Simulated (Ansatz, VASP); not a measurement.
**One calculation of SrO, two programs**

```
Sr O
1.0
     3.10192    0.00000    0.00000
     0.00000    3.10192    0.00000
     0.00000    0.00000    3.10192
Sr O
1 1
Direct
  0.00000 0.00000 0.00000
  0.50000 0.50000 0.50000
```

Alike in both runs: task single point; functional PBE; k mesh 6 × 6 × 6; no spin polarisation.

|  | VASP | Ansatz |
| --- | --- | --- |
| version | VASP 6.6.1 | Ansatz 0.2.0 |
| potentials or method | VASP PAW PBE potentials, release 64 (Sr_sv, O) | plane waves, PAW |
| plane-wave cutoff (eV) | 520 | 420 |
| occupations | gaussian, width 0.01 eV | fixed |
| valence electrons in the cell | 16 | 16 |

VASP gave:

| Quantity | Value |
| --- | --- |
| gap on the k mesh at the Fermi level (eV) | 2.75 |
| pressure (GPa) | 3.7 |

Q: What did Ansatz give for the same quantities?

A: gap on the k mesh at the Fermi level (eV): 2.80; pressure (GPa): 2.9.

A k mesh can miss the band edges. PBE gaps usually lie below the measured ones, often by a third to a half.
